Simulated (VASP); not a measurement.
Cu: relaxation of cell and atoms with PBE

The system is Cu.

```
CELL_PARAMETERS angstrom
0.00000 1.81683 1.81683
1.81683 0.00000 1.81683
1.81683 1.81683 0.00000
ATOMIC_POSITIONS crystal
Cu 0.00000 0.00000 0.00000
```

```json
{
  "Program": "VASP 6.6.1",
  "Task": "relaxation of cell and atoms",
  "Functional": "PBE",
  "Potentials or basis": "VASP PAW PBE potentials, release 64 (Cu)",
  "Cutoff": "520 eV",
  "k mesh": "20 × 20 × 20",
  "Occupations": "gaussian, width 0.1 eV",
  "Spin": "no spin polarisation",
  "Further INCAR settings": "ALGO = Fast; EDIFF = 1e-07; IBRION = 2; EDIFFG = -0.002; NSW = 80; ISIF = 3"
}
```

```json
{"Relaxed volume": "12.00 Å³/atom", "Relaxed cell": "a = 2.570 Å, b = 2.570 Å, c = 2.570 Å, α = 60.00°, β = 60.00°, γ = 60.00°", "Space group after relaxing (to 0.05 Å)": "Fm-3m (No. 225)", "Energy gained by relaxing": "0.0 meV/atom", "Ionic steps": "16", "Pressure after relaxing": "0.0 GPa", "Band gap on the k mesh": "none (metal or under the smearing width)"}
```

Final structure:
```
CELL_PARAMETERS angstrom
0.00000 1.81719 1.81719
1.81719 0.00000 1.81719
1.81719 1.81719 0.00000
ATOMIC_POSITIONS crystal
Cu 0.00000 0.00000 0.00000
```

Levels at points of the mesh, in eV from the Fermi level:
```
           k point  band 4  band 5  band 6  band 7  band 8  band 9
(0.00, 0.00, 0.00)   -2.95   -2.15   -2.15   22.49   25.01   25.01
(0.50, 0.00, 0.00)   -1.59   -1.59   -0.93    3.70   20.99   21.85
(0.50, 0.50, 0.00)   -1.45   -1.45    1.54    7.03   12.98   12.98
```

Run time: 2.1 min on 1 thread of Intel(R) Xeon(R) Platinum 8488C (Sapphire Rapids), on a shared host, peak memory 0.16 GiB.
